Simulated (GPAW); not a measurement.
Here is a GPAW 26.7.0 calculation.

The input run.py:

```python
from ase.dft.bandgap import bandgap
from ase.io import read, write
from ase.units import GPa
from gpaw import GPAW, PW

atoms = read('CdTe.cif')

calc = GPAW(mode=PW(500),
            xc='PBE',
            kpts={'size': (6, 6, 6), 'gamma': True},
            occupations={'name': 'fermi-dirac', 'width': 0.05},
            nbands=18,
            convergence={'density': 1e-05, 'energy': 1e-05},
            maxiter=80,
            txt='gpaw.txt')
atoms.calc = calc
energy = atoms.get_potential_energy()
forces = atoms.get_forces()
stress = atoms.get_stress()
calc.write('gs.gpw')
write('result.traj', atoms)
print(f'Energy: {energy:.6f} eV')
print('Forces (eV/A):')
print(forces.round(4))
print('Stress (GPa):', (stress / GPa).round(3))
print('Fermi level:', round(calc.get_fermi_level(), 4), 'eV')
print(f'Gap: {bandgap(calc)[0]:.4f} eV, direct: {bandgap(calc, direct=True)[0]:.4f} eV')
```

CdTe.cif

```cif
data_CdTe
_cell_length_a 4.53255447
_cell_length_b 4.53255447
_cell_length_c 4.53255447
_cell_angle_alpha 60.00000000
_cell_angle_beta 60.00000000
_cell_angle_gamma 60.00000000
_space_group_name_H-M_alt 'P1'
_space_group_name_Hall 'P 1'
_space_group_IT_number 1
loop_
_space_group_symop_operation_xyz
'x,y,z'
loop_
_atom_site_label
_atom_site_type_symbol
_atom_site_symmetry_multiplicity
_atom_site_Wyckoff_symbol
_atom_site_fract_x
_atom_site_fract_y
_atom_site_fract_z
_atom_site_occupancy
Te1 Te 1 a 0.7500000000 0.7500000000 0.7500000000 1
Cd1 Cd 1 a 0.0000000000 0.0000000000 0.0000000000 1
```

Potentials or basis: GPAW PAW data sets (gpaw-data 1.2.1), pw.

The run is started by

```bash
$ OMP_NUM_THREADS=1 python run.py
```

Question: Estimate the pressure.

Answer: 3.6 GPa.

Question: Predict the band gap on the k mesh.

Answer: 0.87 eV, direct.

Caveat: the cutoff is short for stress and forces, so pressures can be off by a GPa or more; spin-orbit coupling is left out, which moves the levels of the heavy elements.

**Measured values to compare with.**

A printed reference work, data compilation reports, for a bulk crystal of CdTe at 0 K: band gap 1.607 eV.

A measured gap of CdTe is 1.607 eV (0 K; a printed reference work, data compilation); the calculated 0.87 eV misses it by -0.74 eV. Spin-orbit coupling on Cd, Te is left out. The value is that of PBE, without temperature or zero-point motion. Semilocal functionals fall short of measured gaps as a rule.
